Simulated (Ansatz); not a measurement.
VN: the change of pressure with volume scale

Periodic Kohn-Sham DFT of a crystal at fixed atoms, scaled to volume_scale times the given cell; pressure positive in compression, energy less spherical unpolarised free atoms, largest_vzz the field gradient of largest size among the nuclei. The results are calculated, by Ansatz 0.2.0.

The cell before it is scaled or strained (space group Fm-3m, No. 225):
```
cell vectors (Å)
   0.0000     2.0640     2.0640
   2.0640     0.0000     2.0640
   2.0640     2.0640     0.0000
atoms (fractions of the cell vectors)
V   0.00000  0.00000  0.00000
N   0.50000  0.50000  0.50000
```

Settings of every row: method all-electron PAW; functional PBEsol; relativity scalar; k mesh 14x14x14; filling fermi-dirac; smearing width 0.08 eV; nucleus gaussian.

Atom:
| element | start moment (bohr magneton) |
| --- | --- |
| V | 1.5 |
| N | 0 |

| row | volume scale | V (Å³/atom) | pressure (GPa) |
| --- | --- | --- | --- |
| 1 | 0.94 | 8.265 | 7.938 |
| 2 | 0.9405 | 8.27 | 7.737 |
| 3 | 0.96 | 8.441 | 0.348 |
| 4 | 0.98 | 8.617 | -6.449 |
| 5 | 0.99 | 8.705 | -9.575 |
| 6 | 1 | 8.793 | ? |
| 7 | 1.01 | 8.881 | -15.331 |
| 8 | 1.02 | 8.969 | -17.978 |
| 9 | 1.04 | 9.145 | -22.851 |

Cell moment is 0 bohr magneton in every row.

Question: what pressure should row 6 give?

Worked fit of pressure. Take u = (V_r/V)^(2/3) − 1 with V_r = 8.661 Å³ an atom, which is twice the finite (Eulerian) strain; such expansions in the strain, on which the Birch-Murnaghan equation of state is built, carry the rest volume and the bulk modulus. The shown rows have u = 0.03169, 0.03128, 0.0173, 0.0034, -0.00337, -0.01658, -0.02303, -0.0356. Least squares give pressure = −8.0344 + 461.477 × u + 1315.4 × u² + 1216 × u³ GPa; a parabola predicts inner rows, each left out in turn, worse (root mean square 0.017 against 0.0096 GPa). The rows lie off it by -0.012, 0.012, -0.001, 0.001, 0.000, -0.001, 0.001, 0.000 (root mean square 0.006 GPa). The pressure vanishes at u = 0.0166, or V = 8.45 Å³ an atom, and there the bulk modulus at fixed shape and fractions is B = −V dP/dV = (2/3)(1 + u) dP/du = 343 GPa. The withheld row has u = -0.01003, so the fit gives −8.0344 + 461.477 × (-0.01003) + 1315.4 × (-0.01003)² + 1216 × (-0.01003)³ = -12.532 GPa.

The calculation gave -12.533 GPa. The fit lies 0.001 GPa (0.0032 % of the column's range) above it, one unit of the last digit.
